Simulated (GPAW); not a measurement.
TaN:

```
Ta N
1.0
     0.00000    2.21132    2.21132
     2.21132    0.00000    2.21132
     2.21132    2.21132    0.00000
Ta N
1 1
Direct
  0.50000 0.50000 0.50000
  0.00000 0.00000 0.00000
```

The cell comes from a database or a generator and needn't be the stable form of this composition.

Program: GPAW 26.7.0. Alike in all runs: cell as given; cutoff (eV) 800. Hardware: 1 thread of Arm Neoverse V1, with other jobs on the host.

Task: Order these runs on this cell by their wall time, lowest first.
A. task band structure; level PBEsol; potentials or basis PAW data sets generated in the run's folder for this functional, pw; spin SOC, no magnetisation; k mesh 10 × 10 × 10; smearing fermi-dirac 0.05 eV; band path GXWKGLUWLK,UX; band points 100; spin axis theta (degrees) 0; spin axis phi (degrees) 0
B. task single point; level PBE; potentials or basis GPAW PAW data sets (gpaw-data 1.2.1), pw; spin off; k mesh 10 × 10 × 10; smearing gaussian 0.022 eV
C. task band structure; level r2SCAN; potentials or basis GPAW PAW data sets (gpaw-data 1.2.1), pw; spin SOC, no magnetisation; k mesh 8 × 8 × 8; smearing fermi-dirac 0.05 eV; band path GXWKGLUWLK,UX; band points 100; spin axis theta (degrees) 0; spin axis phi (degrees) 0

Result: B (26 s), A (59 s), C (130 s).

Caveats: spin-orbit coupling was added after a scalar SCF, so levels and gaps hold it while energy, forces, pressure and moments don't (some runs).

Not every run made on this cell is shown here.
